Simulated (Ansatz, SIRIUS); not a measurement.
This is a calculation of Ga for SIRIUS 7.12.0. This isn't the form of Ga at room conditions, which is orthorhombic.

The input sirius.json:

```json
{
  "control": {
    "processing_unit": "cpu",
    "verbosity": 2,
    "num_bands_to_print": 21,
    "print_forces": true,
    "print_stress": true
  },
  "parameters": {
    "electronic_structure_method": "pseudopotential",
    "xc_functionals": ["XC_GGA_X_PBE_SOL", "XC_GGA_C_PBE_SOL"],
    "gk_cutoff": 9.0,
    "pw_cutoff": 18.0,
    "ngridk": [10, 8, 7],
    "shiftk": [0, 0, 0],
    "smearing": "fermi_dirac",
    "smearing_width": 0.0018374661,
    "num_bands": 21,
    "num_mag_dims": 0,
    "num_dft_iter": 100,
    "energy_tol": 1e-08,
    "density_tol": 1e-06
  },
  "iterative_solver": {
    "type": "davidson",
    "min_tolerance": 1e-10
  },
  "mixer": {
    "type": "anderson",
    "beta": 0.7,
    "max_history": 8
  },
  "settings": {
    "tol_ne": 1e-10,
    "pseudo_grid_cutoff": 6.5
  },
  "unit_cell": {
    "lattice_vectors": [
      [5.250456799073, 0.0, 0.0],
      [0.0, 6.201341861265, 0.0],
      [-2.538716843659, 0.0, 7.540523465648]
    ],
    "atom_coordinate_units": "lattice",
    "atom_types": ["Ga"],
    "atom_files": {
      "Ga": "Ga.json"
    },
    "atoms": {
      "Ga": [
        [0.13459627, 0.75, 0.77016683],
        [0.86540373, 0.25, 0.22983317]
      ]
    }
  }
}
```

Potentials or basis: PseudoDojo 0.4.1 PBEsol standard (scalar relativistic).

Command:

```sh
$ upf_to_json Ga.upf
$ OMP_NUM_THREADS=1 sirius.scf --input=sirius.json --output=out.json --task=0
```

**Question.** What does the same run look like in Ansatz 0.2.0? Potentials or basis there: all-electron LAPW, scalar-relativistic.

**Answer.** As run (cutoffs and basis follow the program's own potentials, and thresholds, step limits or extra output files can differ):

File input.yaml:

```yaml
crystal:
  lattice:
    - [2.7784220849, 0.0, 0.0]
    - [0.0, 3.28160879, 0.0]
    - [-1.3434310986, 0.0, 3.9902731763]
  atoms:
    - { symbol: Ga, position: [0.13459627, 0.75, 0.77016683] }
    - { symbol: Ga, position: [0.86540373, 0.25, 0.22983317] }
kpoints:
  mp_grid: { grid: [10, 8, 7] }
scf:
  occupations: { method: fermi_dirac, width: 0.05 }
hamiltonian:
  xc: pbesol
  pseudopotentials: { kind: all_electron, lapw: { basis_error: 0.001 } }
output:
  forces: true
  stress: true
  eigenvalues: true
  populations: true
```

Potentials or basis: all-electron LAPW, scalar-relativistic.

Command:

```bash
$ ansatz run input.yaml --threads 1 --pin off --max-ram 3072MiB --backend cpu --events-out ev --progress --plain --runs-dir out
```

Both were run:

|  | SIRIUS | Ansatz |
| --- | --- | --- |
| Pressure | -0.6 GPa | -0.6 GPa |
| Largest force | 0.074 eV/Å | 0.072 eV/Å |

Where Ansatz's input types no cutoff or centring, it takes its own default and a Γ-centred mesh.

Pressure is positive in compression.
